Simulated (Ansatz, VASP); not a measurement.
# InAs: VASP beside Ansatz, part 2 of 2

One calculation is typed for both programs; each brings its own data sets. How far apart do they land? The cell is taken from a series of runs on this material, whose earlier steps may have relaxed, scaled, displaced or heated it; both programs get it as it stands.

VASP 6.6.1 and Ansatz 0.2.0.

So far: The starting structure; VASP: zone-centre phonons, LDA.

### 3. Ansatz: zone-centre phonons, LDA

Level of this step: Ansatz beside VASP: Kohn-Sham DFT, plane waves, LDA (Ansatz).

Ansatz runs on its PAW soft_1 files.

The same cell, functional (in two slightly different forms), mesh and smearing now go to Ansatz, which takes its cutoff from its data sets.

File input.yaml:

```yaml
crystal:
  lattice:
    - [0.0, 3.0731698812, 2.9429952466]
    - [3.0731698812, 0.0, 2.9429952466]
    - [3.0731698812, 3.0731698812, 0.0]
  atoms:
    - { symbol: As, position: [0.75, 0.75, 0.75] }
    - { symbol: In, position: [0.0, 0.0, 0.0] }
kpoints:
  mp_grid: { grid: [12, 12, 12] }
hamiltonian:
  xc: lda
  pseudopotentials: { kind: paw, azcp: { folder: soft_1 }, xc_functional: pbe }
scf:
  occupations: { method: methfessel_paxton, width: 0.2 }
output:
  eigenvalues: true
phonons:
  method: dfpt
```

Launch:

```console
> ansatz run input.yaml --threads 4 --pin off --max-ram 10240MiB --backend cpu --events-out ev --progress --plain --runs-dir out
```

Numbers of over 12 decimals in the logs are rounded to 6 here.

Log:

```text
zone centre: on kpoints.mp_grid the ground state, and the responses unless they are solved on pairs of k-points, stand on 280 of the mesh's 1728 k-points, reduced under 4 symmetry operations, with k and −k counted as one. Each operation leaves every solved displacement unchanged or reverses it
Engine: ansatz 0.2.0, aarch64-unknown-linux-gnu
Pseudopotentials: kind: paw
Pseudopotential: As, paw, valence charge 15, recommended cutoff 420 eV (normal), soft_1/As.paw.azcp
Pseudopotential: In, paw, valence charge 13, recommended cutoff 420 eV (normal), soft_1/In.paw.azcp
Functional definition: SPW92
  exchange = slater_x
  correlation = pw_c
Crystal: 2 atoms, lattice volume = 55.589 Å³
Basis set: ecut = 420 eV, 1081 PW (Γ), exchange–correlation on 60×60×60 points (8 copies of the dense FFT grid, shifted against one another)
Bands: 18, of which v1, the nominal top of the filled ones, is band 14 counted from 1 (13 counted from 0)
Symmetry: 8 space group operations
k-points: 280 of 1728 (irreducible under 4 space group operations, time reversal used)
Non-local potential: As, projectors of the file, l = 0: 2, l = 1: 2, l = 2: 3, l = 3: 1
Non-local potential: In, projectors of the file, l = 0: 2, l = 1: 2, l = 2: 2, l = 3: 1
PAW form: soft (Blöchl's): semilocal exchange-correlation on the pseudo side does not see the compensation charge
PAW frozen core: As, regenerated for the run's functional, and the local potential with it (the file was generated under x = pbe(κ = 0.804, μ = 0.219515), c = pbe(β = 0.066725))
PAW frozen core: In, regenerated for the run's functional, and the local potential with it (the file was generated under x = pbe(κ = 0.804, μ = 0.219515), c = pbe(β = 0.066725))
PAW one-centre angular grid: As, 590 points (default); XC on 64 Gauss nodes
PAW one-centre angular grid: In, 590 points (default); XC on 64 Gauss nodes
Initial density: superposition of atomic densities (chi_scale 0.1, normalization cell, long waves kept (reshape's long-wave potential 0.00 eV rms))
Initial wavefunctions: pseudopotential atomic-orbital guess
Functional: x = slater, c = lda
SCF iter   1: F=—  HF=-10231.416931 eV  |F-HF|=—  |Δ(HF+E_count)|=         —  Δρ=2.76e-2  dr2=3.74e-1  ethr=3.10e-3  ⟨swp⟩=5.2  Hψ=25712  notcnv=0
preconditioner: auto → none  [insulator: Δε(μ)=0.149 eV  Ē_g=14.632 eV  σ=0.200 eV  W_gap=0.58  n_scr=14 (ndim 8)  ℏωp=21.1 eV  f_vac=0.007  D(μ)=0.04/eV (n_scr^D=0)  ε∞_Penn≈3.1]
SCF iter   2: F=—  HF=-10231.309769 eV  |F-HF|=—  |Δ(HF+E_count)|=   1.07e-1  S|Δr|=    0.00e0  Δρ=1.22e-2  dr2=6.15e-2  ethr=1.34e-3  ⟨swp⟩=2.0  Hψ=8343  notcnv=0
SCF iter   3: F=—  HF=-10231.295059 eV  |F-HF|=—  |Δ(HF+E_count)|=   1.47e-2  S|Δr|=    0.00e0  Δρ=2.43e-3  dr2=7.39e-3  ethr=2.20e-4  ⟨swp⟩=2.8  Hψ=9088  notcnv=0
SCF iter   4: F=—  HF=-10231.292028 eV  |F-HF|=—  |Δ(HF+E_count)|=   3.03e-3  S|Δr|=    0.00e0  Δρ=6.35e-4  dr2=1.08e-4  ethr=2.64e-5  ⟨swp⟩=2.0  Hψ=8953  notcnv=0
SCF iter   5: F=—  HF=-10231.292053 eV  |F-HF|=—  |Δ(HF+E_count)|=   2.46e-5  S|Δr|=    0.00e0  Δρ=1.67e-4  dr2=5.28e-6  ethr=3.87e-7  ⟨swp⟩=3.0  Hψ=8967  notcnv=0
SCF iter   6: F=—  HF=-10231.292058 eV  |F-HF|=—  |Δ(HF+E_count)|=   4.81e-6  S|Δr|=    0.00e0  Δρ=1.10e-5  dr2=2.70e-8  ethr=1.89e-8  ⟨swp⟩=2.0  Hψ=8920  notcnv=0
SCF iter   7: F=—  HF=-10231.292057 eV  |F-HF|=—  |Δ(HF+E_count)|=   5.33e-7  S|Δr|=    0.00e0  Δρ=4.23e-6  dr2=8.95e-9  ethr=9.64e-11  ⟨swp⟩=2.0  Hψ=8961  notcnv=0
SCF iter   8: F=—  HF=-10231.292057 eV  |F-HF|=—  |Δ(HF+E_count)|=   6.59e-9  S|Δr|=    0.00e0  Δρ=5.75e-7  dr2=8.23e-11  ethr=3.20e-11  ⟨swp⟩=2.0  Hψ=8960  notcnv=0
SCF iter   9: F=-10231.292057 eV  HF=-10231.292057 eV  |F-HF|=1.82e-12  |Δ(HF+E_count)|=  1.82e-12  S|Δr|=    0.00e0  Δρ=8.53e-8  dr2=1.74e-12  ethr=1.00e-12  ⟨swp⟩=5.5  Hψ=20590  notcnv=0
SCF 1 converged in 9 iterations: F = -10231.292057 eV  dr2 = 1.74e-12
  greatest PAW one-centre occupation: 0.999 electrons in one spin orbital (limit 2), on the As atom at site 0 (counted from 0), in its partial waves of l = 2
DFPT response loops at Γ: preconditioner auto → Kerker (q_TF=auto, 2.434 Å⁻¹) (partly filled bands, converged f_vac=0.089); β = 1.00, the filter's whole step (`scf.mixing.beta` (0.50) is not read by the response loops under this deck's `scf.mixing.preconditioner`; to damp them name `kerker` or `kerker_dos`, under which they read `scf.mixing.beta`, and type it under 1.00, their step now; both keys bind the ground state too); Broyden in place of MSR1
SCF converged after 9 iterations
Stability not checked: this state was not tested for a lower state beside it, because cold or Methfessel-Paxton smearing, or corrected tetrahedra, fill the levels in a way that the test cannot read (fill_not_monotonic; see scf.lower_state_search)
Free energy (F): -10231.292057 eV
Harris-Foulkes:  -10231.292057 eV  (|F-HF|=1.82e-12)
Internal energy: -10231.292516 eV  (E = F + TS)
E sigma→0 (E₀):  -10231.292172 eV
Entropy (-TS):   0.000459 eV (0.230 meV/atom)
Fermi energy:    7.355912 eV
Step filling:    the computed levels leave a gap of 0.1534 eV = 0.8 smearing widths at the electron count; against every level under it full and every level over it empty, smearing changes F+E_penalty+E_count by +0.210 meV and its σ→0 estimate by +0.095 meV
--- Per-component energies (eV) ---
  E_band       = -328.958733
  E_kinetic    = 318.059289
  E_local      = -3492.253007  (includes V_loc(G=0)·N_el)
  E_nonlocal   = -59.486910
  E_hartree    = 1733.185597
  E_xc         = -212.150762
  E_vxc        = -164.441280  (∫ρ·V_xc dr)
  E_paw        = -6001.798590  (= ΣΔE_a)
  E_vpaw       = -397.208098  (= ΣTr[D̂ρ^β])
  E_aug_tail   = 0.000082  (compensation charges beyond the density's cutoff)
  E_ewald      = -2519.207979
  E_core_change = 2.359764  (= ΣΔE_core)
  E_smearing   = 0.000459  (= −TS)
  E_closure    = 0.000000  (closes the sum)
  Σ components = -10231.292057   (vs F -10231.292057, Δ=0.00e0)
--- Band table (eV; the first three rows and the last of 280) ---
  k-point 0: bands = [... 10 lower, -4.6117, 6.8077, 7.2187, 7.2187, 7.4142, 11.0691, 11.1589, 11.1589]
  k-point 1: bands = [... 10 lower, -4.5393, 5.8812, 7.1210, 7.2607, 7.9647, 11.0877, 11.2884, 11.2904]
  k-point 2: bands = [... 10 lower, -4.3307, 4.6814, 6.8836, 7.0571, 8.3622, 11.3644, 11.5718, 11.6825]
  k-point 279: bands = [... 10 lower, -2.5392, 1.5534, 4.8108, 4.8108, 8.5959, 8.9881, 16.3788, 16.3788]
--- Phonons (Γ-DFPT): 4 representative perturbations + reference, on 280 of 1728 k-points (Σ response iterations 12) ---
  k mesh reduced under 4 symmetry operations, with k and −k counted as one. Each operation leaves every solved displacement unchanged or reverses it
  ASR residual: 1.139e-4 → 0.000e0 eV/Å²; symmetrization residual: 2.125e-5 eV/Å²
  ASR residual per site (eV/Å²): 4.20e-5 1.14e-4
  Γ frequencies (cm⁻¹): 0.00 0.00 0.00 207.64 209.75 209.75
  non-analytic LO–TO correction: not included (Born effective charges unavailable; polar crystals: no LO–TO splitting at Γ)
```

In the SCF lines HF is the Harris–Foulkes energy and dr2 the Hartree energy of the density residual, in eV; the loop may stop once dr2 is under the threshold and the program's other checks hold. Hψ counts applications of the Hamiltonian.

### 4. Side by side

Known differences besides the potentials themselves: the two LDA forms differ slightly; the data sets hold 28 valence electrons in Ansatz (on its PAW soft_1 files) and 18 in VASP; the cutoff is 420 eV in Ansatz and 500 eV in VASP; VASP's log shows a relativistic correction to its local exchange, Ansatz's none. Total energies have different zeros and are not compared.

The two programs side by side:

| quantity | Ansatz | VASP | difference |
| --- | --- | --- | --- |
| optical mode 1 (cm⁻¹) | 207.6 | 208.5 | -0.40 % |
| optical mode 2 to 3 (cm⁻¹) | 209.8 | 210.7 | -0.47 % |

Modes are paired by rising frequency, not by their patterns, so a pair may set unlike modes beside each other; they are those without the splitting of longitudinal modes.

### 5. Summary of results

```json
{
 "r.m.s. difference of the optical zone-centre modes, each program's sorted by frequency (zone-centre phonons, LDA)": "0.95 cm⁻¹"
}
```

In words: The r.m.s. difference of the optical zone-centre modes, each program's sorted by frequency is 0.95 cm⁻¹ (zone-centre phonons, LDA). The data sets hold unlike numbers of valence electrons (28 in Ansatz and 18 in VASP), so part of the differences comes from the potentials. Such differences can come from data sets, numerical settings and the points named under the comparisons, not from the functional's error against experiment.

[Lines on the potential files, build, host, timing and source positions are cut from VASP's logs without a mark.]

[Logs are printed without paths, hosts, clocks, repeated set-up lines and the standing remarks that a program may print on its own settings, such as how far it seeks lower states.]

[Hosts, paths, dates, database ids (printed as entryN), source tags and the programs' standing remarks are cut or masked in the printed files.]
